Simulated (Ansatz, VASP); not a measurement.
# Two plane-wave programs on CoO

Contents of INCAR:

```
PREC     = Accurate       # precision mode
ENCUT    = 520            # plane-wave cutoff, eV
EDIFF    = 1E-6           # SCF threshold, eV
ISMEAR   = 0              # smearing method
SIGMA    = 0.05           # smearing width, eV
LREAL    = False          # projectors in reciprocal space
LASPH    = True           # aspherical terms in the spheres
NELM     = 150            # most SCF steps
ALGO     = Normal         # electronic algorithm
ISIF     = 2              # what is computed and relaxed
LWAVE    = False          # write WAVECAR
LCHARG   = False          # write CHGCAR
ISPIN    = 2              # spin polarisation
MAGMOM   = 2.72 0.34      # initial moments
LORBIT   = 11             # projections on sites
LMAXMIX  = 4              # l up to which the mixer works
GGA      = PE             # functional
NBANDS   = 18             # bands
```

KPOINTS

```
Automatic mesh
0
Gamma
  8 8 8
```

POSCAR

```
CoO
1.0
    0.0000000000      2.1315016600      2.1315016600
    2.1315016600      0.0000000000      2.1315016600
    2.1315016600      2.1315016600      0.0000000000
Co O
1 1
Direct
    0.0000000000      0.0000000000      0.0000000000
    0.5000000000      0.5000000000      0.5000000000
```

Input for Ansatz:

```yaml
crystal:
  lattice:
    - [0.0, 2.13150166, 2.13150166]
    - [2.13150166, 0.0, 2.13150166]
    - [2.13150166, 2.13150166, 0.0]
  atoms:
    - { symbol: Co, position: [0.0, 0.0, 0.0], spin: 1.0 }
    - { symbol: O, position: [0.5, 0.5, 0.5] }
basis:
  ecutwfc: 420
  ecutrho_ratio: 4
kpoints:
  mp_grid: { grid: [8, 8, 8] }
hamiltonian:
  xc: pbe
  hubbard:
    sites:
      - { site: 0, l: d, u_eff: 0.0, starting_ns: [{ spin: up, occupation_matrix: s0up }, { spin: down, occupation_matrix: s0down }] }
    occupation_matrices:
      s0up:
        matrix:
          - [0.97, 0.0, 0.0, 0.0, 0.0]
          - [0.0, 0.97, 0.0, 0.0, 0.0]
          - [0.0, 0.0, 0.97, 0.0, 0.0]
          - [0.0, 0.0, 0.0, 0.02, 0.0]
          - [0.0, 0.0, 0.0, 0.0, 0.97]
      s0down:
        matrix:
          - [0.97, 0.0, 0.0, 0.0, 0.0]
          - [0.0, 0.97, 0.0, 0.0, 0.0]
          - [0.0, 0.0, 0.02, 0.0, 0.0]
          - [0.0, 0.0, 0.0, 0.97, 0.0]
          - [0.0, 0.0, 0.0, 0.0, 0.02]
    ns_hold: { iters: 12 }
scf:
  occupations: { method: gaussian, width: 0.05 }
  lower_state_search: "off"
  max_iter: 150
output:
  forces: true
  stress: true
  eigenvalues: true
  populations: true
  hubbard: { sites: [{ site: 0, l: d }] }
magnetization:
  spin_polarized: true
```

Alike in both runs: task single point; functional PBE; k mesh 8 × 8 × 8; occupations gaussian, width 0.05 eV; collinear spin.

|  | VASP | Ansatz |
| --- | --- | --- |
| version | VASP 6.6.1 | Ansatz 0.2.0 |
| potentials or method | VASP PAW PBE potentials, release 64 (Co, O) | scalar-relativistic, plane waves, PAW |
| plane-wave cutoff (eV) | 520 | 420 |
| valence electrons in the cell | 15 | 23 |

Ansatz gave:

```
gap on the k mesh at the Fermi level (eV)                     : none
pressure (GPa)                                                : -2.3
net moment per atom (μB)                                      : 1.45
size of the moment on the site where the two differ most (μB) : 2.47
```

Task: Which values does VASP return?

Result: gap on the k mesh at the Fermi level (eV): none; pressure (GPa): -2.9; net moment per atom (μB): 1.43; size of the moment on the site where the two differ most (μB): 2.53.

Site moments also hang on the region over which each program counts them. A gap of «none» marks a metal or a gap that the smearing closes. The two sets of potentials don't hold the same shells in valence. Ansatz warned: «specified_occupation_not_kept».

Caveats: a cell with one magnetic atom can't hold antiferromagnetic order, which such compounds often take; semilocal functionals often make such compounds metallic where correlation or magnetic order opens a gap, which also shifts bond lengths.
